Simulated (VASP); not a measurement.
# MgB2 (P6/mmm) in VASP: further runs, part 3 of 3

VASP 6.6.1.

### 5 Phonons, PBE

POSCAR

```
MgB2
1.0
    3.0850000000      0.0000000000      0.0000000000
   -1.5425000000      2.6716883707      0.0000000000
    0.0000000000      0.0000000000      3.5230000000
Mg B
1 2
Direct
    0.0000000000      0.0000000000      0.0000000000
    0.6666666667      0.3333333333      0.5000000000
    0.3333333333      0.6666666667      0.5000000000
```

INCAR.step1

```
ALGO = Normal ; EDIFF = 1E-8
EDIFFG = -0.002 ; ENCUT = 600
GGA = PE ; IBRION = 2
ISIF = 3 ; ISMEAR = 0
LASPH = True ; LCHARG = False
LREAL = False ; LWAVE = False
NELM = 80 ; NSW = 40
PREC = Accurate ; SIGMA = 0.02
```

INCAR.step2

```
ALGO = Normal ; EDIFF = 1E-8
ENCUT = 600 ; GGA = PE
IBRION = 6 ; ISIF = 2
ISMEAR = 0 ; LASPH = True
LCHARG = False ; LREAL = False
LWAVE = False ; NELM = 80
NFREE = 2 ; NSW = 1
POTIM = 0.015 ; PREC = Accurate
SIGMA = 0.02
```

KPOINTS

```
k-points
0
Gamma
  7 7 6
```

Potentials or basis: VASP PAW PBE potentials, release 64 (Mg, B).

The run is started by

```sh
$ cat potpaw_PBE.64/Mg/POTCAR potpaw_PBE.64/B/POTCAR > POTCAR
$ cp INCAR.step1 INCAR
$ mpirun -np 1 vasp_std > vasp.out
$ cp CONTCAR POSCAR
$ cp INCAR.step2 INCAR
$ mpirun -np 1 vasp_std > vasp.out
```

OUTCAR:

```text
EDIFF = 1E-8
   ENCUT = 600
   GGA = PE
   IBRION = 6
   ISIF = 2
   ISMEAR = 0
   LASPH = True
   LREAL = False
   NELM = 80
   NFREE = 2
   NSW = 1
   POTIM = 0.015
   PREC = Accurate

 ion  position               nearest neighbor table
   1  0.000  0.000  0.000-   2 2.50   3 2.50   2 2.50   3 2.50   2 2.50   2 2.50   3 2.50   3 2.50
                             2 2.50   2 2.50   3 2.50   3 2.50
   2  0.667  0.333  0.500-   3 1.77   3 1.77   3 1.77   1 2.50   1 2.50   1 2.50   1 2.50   1 2.50
                             1 2.50
   3  0.333  0.667  0.500-   2 1.77   2 1.77   2 1.77   1 2.50   1 2.50   1 2.50   1 2.50   1 2.50
                             1 2.50

  LATTYP: Found a hexagonal cell.
 ALAT       =     3.0679168974
 C/A-ratio  =     1.1525979357

  Lattice vectors:

 A1 = (   3.0679168974,   0.0000000000,   0.0000000000)
 A2 = (  -1.5339584487,   2.6568939699,   0.0000000000)
 A3 = (   0.0000000000,   0.0000000000,   3.5360746827)

Analysis of symmetry for initial positions (statically):
=====================================================================
 Subroutine PRICEL returns:
 Original cell was already a primitive cell.

 Routine SETGRP: Setting up the symmetry group for a
 hexagonal supercell.

 Subroutine GETGRP returns: Found 24 space group operations
 (whereof 24 operations were pure point group operations)
 out of a pool of 24 trial point group operations.

The static configuration has the point symmetry D_6h.

Analysis of symmetry for dynamics (positions and initial velocities):
=====================================================================
 Subroutine PRICEL returns:
 Original cell was already a primitive cell.
[... 476 lines left out ...]
  band No.  band energies     occupation
      1      -7.1720      2.00000
      2       2.2621      2.00000
      3       5.6825      0.00000
      4       5.6825      0.00000
      5       6.8489      0.00000
      6      11.7070      0.00000
      7      11.7070      0.00000
      8      13.6101      0.00000
[... 243 lines left out ...]
 k-point    24 :       0.2857    0.2857    0.3333
  band No.  band energies     occupation
      1      -2.4494      2.00000
      2      -0.5792      2.00000
      3       0.4207      2.00000
      4       3.0265      2.00000
      5       5.0705      2.00000
      6      10.0697      0.00000
      7      15.2386      0.00000
      8      15.7841      0.00000

 [... further k-points ...]

------------------------ aborting loop because EDIFF is reached ----------------------------------------

  FORCE on cell =-STRESS in cart. coord.  units (eV):
  Direction    XX          YY          ZZ          XY          YZ          ZX
  --------------------------------------------------------------------------------------
  -------------------------------------------------------------------------------------
  Total        0.0028978      0.0028978     -0.0000573      0.0000000      0.0000000      0.0000000
  in kB        0.1610813      0.1610813     -0.0031850      0.0000000      0.0000000      0.0000000
  external PRESSURE =       0.1063259 kB  Pullay stress =       0.0000000 kB
[... 18 lines left out ...]
  FREE ENERGIE OF THE ION-ELECTRON SYSTEM (eV)
  ---------------------------------------------------
  free  energy   TOTEN  =       -15.3298988387 eV

  energy  without entropy=      -15.3298988044  energy(sigma->0) =      -15.32989882

 INTERNAL STRAIN TENSORS FROM DISPLACED ATOMS
 ============================================

 INTERNAL STRAIN TENSOR FOR ION    1 for displacements in x,y,z  (eV/Angst):
          X           Y           Z          XY          YZ          ZX
  --------------------------------------------------------------------------------
  x     0.00000     0.00000     0.00000     0.00000     0.00000     0.00000
  y     0.00000     0.00000     0.00000     0.00000     0.00000     0.00000
  z     0.00000     0.00000     0.00000     0.00000     0.00000     0.00000

 INTERNAL STRAIN TENSOR FOR ION    3 for displacements in x,y,z  (eV/Angst):
          X           Y           Z          XY          YZ          ZX
  --------------------------------------------------------------------------------
  x     0.00000     0.00000     0.00000    -1.22039     0.00000     0.00000
  y    -1.22039     1.22039     0.00000     0.00000     0.00000     0.00000
  z     0.00000     0.00000     0.00000     0.00000     0.00000     0.00000

 Eigenvectors and eigenvalues of the dynamical matrix
 ----------------------------------------------------

   1 f  =   21.440424 THz   134.714159 2PiTHz  715.175574 cm-1    88.670430 meV
             X         Y         Z           dx          dy          dz
      0.000000  0.000000  0.000000    -0.000000    0.000000   -0.000000
      1.533958  0.885631  1.768037     0.000001   -0.707107   -0.000000
     -0.000000  1.771263  1.768037    -0.000001    0.707107    0.000000
[... 43 lines left out ...]
   9 f/i=    0.000691 THz     0.004341 2PiTHz    0.023045 cm-1     0.002857 meV
             X         Y         Z           dx          dy          dz
      0.000000  0.000000  0.000000     0.145088    0.712902    0.000000
      1.533958  0.885631  1.768037     0.096751    0.475394    0.000000
     -0.000000  1.771263  1.768037     0.096751    0.475394    0.000000

 ELASTIC MODULI CONTR FROM IONIC RELAXATION (kBar)
 Direction    XX          YY          ZZ          XY          YZ          ZX
 --------------------------------------------------------------------------------
 XX          -8.1426      8.1426      0.0000      0.0000      0.0000      0.0000
 YY           8.1426     -8.1426      0.0000     -0.0000      0.0000      0.0000
 ZZ           0.0000      0.0000      0.0000      0.0000      0.0000      0.0000
 XY           0.0000     -0.0000      0.0000     -8.1426      0.0000      0.0000
 YZ           0.0000      0.0000      0.0000      0.0000      0.0000      0.0000
 ZX           0.0000      0.0000      0.0000      0.0000      0.0000      0.0000
 --------------------------------------------------------------------------------
```

OSZICAR.step1:

```text
N       E                     dE             d eps       ncg     rms          rms(c)
DAV:   1     0.908968305605E+01    0.90897E+01   -0.42197E+03   528   0.942E+02
DAV:   2    -0.165287075933E+02   -0.25618E+02   -0.24487E+02   744   0.115E+02
DAV:   3    -0.169979835054E+02   -0.46928E+00   -0.46928E+00   648   0.177E+01
DAV:   4    -0.170003677772E+02   -0.23843E-02   -0.23843E-02   816   0.841E-01
[... 58 lines left out ...]
       N       E                     dE             d eps       ncg     rms          rms(c)
DAV:   1    -0.153311931188E+02   -0.69340E-06   -0.90229E-06   720   0.333E-02    0.170E-03
DAV:   2    -0.153311931488E+02   -0.30087E-07   -0.69402E-08   584   0.217E-03    0.998E-04
DAV:   3    -0.153311932374E+02   -0.88534E-07   -0.59195E-08   664   0.146E-03    0.661E-05
DAV:   4    -0.153311932407E+02   -0.33138E-08   -0.10461E-09   264   0.266E-04
   8 F= -.15331193E+02 E0= -.15331193E+02  d E =-.241771E-05
```

Wall time 78 s (1 thread of Intel Xeon 6975P-C (Granite Rapids), shared host); peak memory 0.2 GiB.

What came out:

```
Relaxed volume                                          : 9.61 Å³/atom
Relaxed cell                                            : a = 3.068 Å, b = 3.068 Å, c = 3.536 Å, α = 90.00°, β = 90.00°, γ = 120.00°
Space group after relaxing (to 0.05 Å)                  : P6/mmm (No. 191)
Highest phonon frequency at Γ, LO-TO splitting left out : 715 cm⁻¹
```

The path:
```csv
step,energy change (eV),largest force (eV/Å),pressure (GPa),volume (Å³)
1,0.0000,0.0000,-1.49,29.04
2,-0.0027,0.0000,0.89,28.66
3,-0.0030,0.0000,0.34,28.75
4,-0.0030,0.0000,0.30,28.75
5,-0.0031,0.0000,0.08,28.81
6,-0.0031,0.0000,0.06,28.81
7,-0.0031,0.0000,-0.03,28.83
8,-0.0031,0.0000,0.00,28.82
```

Final structure:
```cif
data_structure
_symmetry_space_group_name_H-M 'P 1'
_symmetry_Int_Tables_number 1
_cell_length_a 3.0679
_cell_length_b 3.0679
_cell_length_c 3.5361
_cell_angle_alpha 90.000
_cell_angle_beta 90.000
_cell_angle_gamma 120.000
_cell_volume 28.82
loop_
_atom_site_label
_atom_site_type_symbol
_atom_site_fract_x
_atom_site_fract_y
_atom_site_fract_z
_atom_site_occupancy
Mg1 Mg 0.00000 0.00000 0.00000 1
B1 B 0.66667 0.33333 0.50000 1
B2 B 0.33333 0.66667 0.50000 1
```

Phonon frequencies in cm⁻¹ (negative: imaginary):
```csv
q point,frequencies
"(0.000, 0.000, 0.000)",0 0 0 329 329 407 673 715 715
```

### 6 Summary

| task | cell | k mesh | cutoff (eV) | k mesh for the DOS | occupations for the DOS | gap on the mesh (eV) | pressure (GPa) |
| --- | --- | --- | --- | --- | --- | --- | --- |
| density of states | as given | 10 × 10 × 8 | 520 | 15 × 15 × 12 | tetrahedron | - | - |
| electric field gradients | as given | 10 × 10 × 8 | 520 | - | - | none | -1.1 |
| core levels | as given | 10 × 10 × 8 | 520 | - | - | none | -1.1 |
| phonons | relaxed | 7 × 7 × 6 | 600 | - | - | - | - |

Alike in all rows: level PBE; potentials or basis VASP PAW PBE potentials, release 64 (Mg, B); no spin polarisation; smearing gaussian 0.02 eV.

Absolute energies hang on the potentials; compare differences alone.
